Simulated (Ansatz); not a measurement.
FeSi₂: do energies and stresses tell the same story?

All numbers below come from Ansatz 0.2.0, DFT r2SCAN, scalar-relativistic, plane waves, PAW.

Plane waves to 500 eV, a k mesh through Γ of 16×16×8 on the computed 3-atom cell and Gaussian smearing (0.10 eV); collinear spin from starting moments 0.18 0 0 μB.

Relaxed cell: P4/mmm, a = 2.682 Å, b = 2.682 Å, c = 5.104 Å, α = 90.00°, β = 90.00°, γ = 90.00°, 3 atoms in the primitive cell. Whether it is the stable form of this composition wasn't checked.

Energies at zero smearing and pressures from the stress tensor, at volumes with shape and atoms relaxed:
| V (Å³/atom) | E − E(first) (meV/atom) | P (GPa) |
| --- | --- | --- |
| 10.772 | 0.00 | 33.13 |
| 11.140 | -63.69 | 22.68 |
| 11.507 | -105.24 | 13.80 |
| 11.874 | -128.00 | 6.29 |
| 12.241 | -134.90 | -0.02 |
| 12.608 | -128.56 | -5.25 |
| 12.976 | -111.31 | -9.69 |
| 13.465 | -73.71 | -14.68 |

Check P = −dE/dV between neighbouring volumes, and get the bulk modulus from the pressures alone.

With 1 eV/Å³ = 160.2 GPa:
| middle V (Å³/atom) | −ΔE/ΔV (GPa) | mean P (GPa) |
| --- | --- | --- |
| 10.956 | 27.788 | 27.902 |
| 11.323 | 18.125 | 18.238 |
| 11.690 | 9.930 | 10.045 |
| 12.058 | 3.012 | 3.136 |
| 12.425 | -2.765 | -2.635 |
| 12.792 | -7.529 | -7.470 |
| 13.221 | -12.304 | -12.184 |

The two differ by 0.13 GPa at most. The mean of two end pressures misses the average over a step by about ΔV² P″/12, up to 0.13 GPa here; with that taken off 0.06 GPa remains. The stress is the derivative of the free energy, not of the energy at zero smearing, and with free energies 0.02 GPa remains. The largest site moment goes from 0.06 to 0.29 μB along the series, which bends P(V). Around V = 12.241 Å³/atom, the two neighbours give B = −V ΔP/ΔV = 12.241 × 11.54 / 0.734 = 192.3 GPa, against B0 = 192.1 GPa from the Birch–Murnaghan fit of the energies.

The state reached may not be the lowest one.

Only this magnetic start was tried.